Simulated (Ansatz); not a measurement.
## LiH: pressure and energy less free atoms against volume per atom

Periodic Kohn-Sham DFT of a crystal at fixed atoms; pressure and stress are positive in compression; the energy is the free energy less that of spherical unpolarised free atoms; site moments are those in the method's own spheres, positive along +z. The results are calculated, by Ansatz 0.2.0.

Cell of the first row (space group Fm-3m, No. 225):
```
CELL_PARAMETERS angstrom
0.00000 2.00500 2.00500
2.00500 0.00000 2.00500
2.00500 2.00500 0.00000
ATOMIC_POSITIONS crystal
Li 0.00000 0.00000 0.00000
H 0.50000 0.50000 0.50000
```

Settings of every row: method all-electron LAPW; functional PBE; relativity scalar; k mesh 11x11x11; filling fermi-dirac; smearing width 0.03 eV; basis error target 1 meV/atom; nucleus gaussian.

Atom start moment: 0 on all atoms.

| row | volume per atom (Å³) | pressure (GPa) | energy less free atoms (eV/atom) |
| --- | --- | --- | --- |
| 1 | 8.061 | -0.099 | -3.0596 |
| 2 | 8.228 | ? | ? |
| 3 | 8.396 | -1.467 | -3.0579 |
| 4 | 8.564 | -2.065 | -3.056 |
| 5 | 8.732 | -2.611 | -3.0535 |

Question: what pressure and energy less free atoms should row 2 give?

Worked fit of pressure. Take u = (V_r/V)^(2/3) − 1 with V_r = 8.48 Å³ an atom, which is twice the finite (Eulerian) strain; such expansions in the strain, on which the Birch-Murnaghan equation of state is built, carry the rest volume and the bulk modulus. The shown rows have u = 0.03436, 0.00666, -0.00655, -0.01933. Least squares give pressure = −1.7729 + 45.285 × u + 99.84 × u² GPa; a straight line predicts inner rows, each left out in turn, worse (root mean square 0.044 against 0.00042 GPa). All shown rows lie on it to the printed digit. The withheld row has u = 0.02032, so the fit gives −1.7729 + 45.285 × (0.02032) + 99.84 × (0.02032)² = -0.811 GPa.

The calculation gave -0.814 GPa. The fit lies 0.003 GPa (0.12 % of the column's range) above it; its largest miss of a shown row is 0.000 GPa.

Worked fit of energy less free atoms. Take u = (V_r/V)^(2/3) − 1 with V_r = 8.48 Å³ an atom, which is twice the finite (Eulerian) strain; such expansions in the strain, on which the Birch-Murnaghan equation of state is built, carry the rest volume and the bulk modulus. The shown rows have u = 0.03436, 0.00666, -0.00655, -0.01933. Least squares give energy less free atoms = −3.05703 − 0.1438 × u + 2.009 × u² eV/atom; a straight line predicts inner rows, each left out in turn, worse (root mean square 0.00089 against 3.6e-06 eV/atom). All shown rows lie on it to the printed digit. The withheld row has u = 0.02032, so the fit gives −3.05703 − 0.1438 × (0.02032) + 2.009 × (0.02032)² = -3.0591 eV/atom.

The calculation gave -3.0591 eV/atom. The fit meets it to the printed digit.
